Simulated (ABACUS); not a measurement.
Cu: single point with PBE

Cu:

```
Cu
1.0
     1.21846   -3.97638    0.00000
     1.21846    3.97638    0.00000
     0.00000    0.00000    2.47550
Cu
2
Direct
  0.86613 0.13387 0.75000
  0.13387 0.86613 0.25000
```

This isn't the form of Cu at room conditions, which is fcc.

* Program: ABACUS 3.10.1
* Task: single point
* Functional: PBE
* Potentials or basis: PseudoDojo NC SR 0.4.1 PBE standard
* Cutoff: 1252 eV
* Density cutoff: 5007 eV
* Basis: plane waves
* k mesh: 11 × 11 × 11
* Occupations: fermi-dirac, width 0.05 eV
* Spin: no spin polarisation
* Radial cutoff of the potentials (pseudo_rcut): 7 bohr
* SCF threshold on the density: 1e-08
* Max SCF steps: 100
* Eigensolver: dav
* Mixing: broyden
* Mixing share: 0.7
* Symmetry key: 1

```
Pressure               : 6.5 GPa
Largest force          : 0.045 eV/Å
Band gap on the k mesh : none (metal or under the smearing width)
```

Forces in eV/Å, atoms in the order of the input:
```
Cu   0.000 -0.045  0.000
Cu   0.000  0.045  0.000
```

Stress tensor (GPa, compression positive):
```
6.64 0.00 0.00
0.00 5.95 0.00
0.00 0.00 7.03
```

Levels at points of the mesh, in eV from the Fermi level:
```tsv
k point	band 15	band 16	band 17	band 18	band 19	band 20	band 21
(0.00, 0.00, 0.00)	-2.29	-1.97	-1.77	-1.63	-1.38	-0.15	4.77
```

Wall time 56 s on 4 MPI ranks on AMD EPYC 7R43 64-Core Processor (Zen 3), with other jobs on the host, peak memory 0.48 GiB a rank.
